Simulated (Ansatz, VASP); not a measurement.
I: VASP beside Ansatz

```
CELL_PARAMETERS angstrom
3.83219 0.00000 0.00000
-1.91609 3.31877 0.00000
0.00000 0.00000 3.58070
ATOMIC_POSITIONS crystal
I 0.00000 0.00000 0.00000
```

Alike in both runs: task single point; functional PBEsol; k mesh 6 × 6 × 6; occupations gaussian, width 0.1 eV; no spin polarisation.

|  | VASP | Ansatz |
| --- | --- | --- |
| version | VASP 6.6.1 | Ansatz 0.2.0 |
| potentials or method | VASP PAW PBE potentials, release 64 (I) | scalar-relativistic, plane waves, PAW |
| plane-wave cutoff (eV) | 520 | 420 |
| valence electrons in the cell | 7 | 17 |

```tsv
	VASP	Ansatz	Ansatz less VASP
gap on the k mesh at the Fermi level (eV)	none	none	-
pressure (GPa)	-4.1	-4.1	+0.02
largest component of the traceless stress (GPa)	0.74	0.74	-0.001
```

A gap of «none» marks a metal or a gap that the smearing closes. With one functional, cell and mesh, what is left measures potentials, basis and numerics. The two sets of potentials don't hold the same shells in valence.

Caveats: the PAW data sets were made with another functional, which shifts forces and pressure a little (VASP); an odd number of electrons without spin polarisation forces a metal; a magnetic or distorted state may lie lower. The runs have no spin-orbit coupling, so splittings on I are missing.
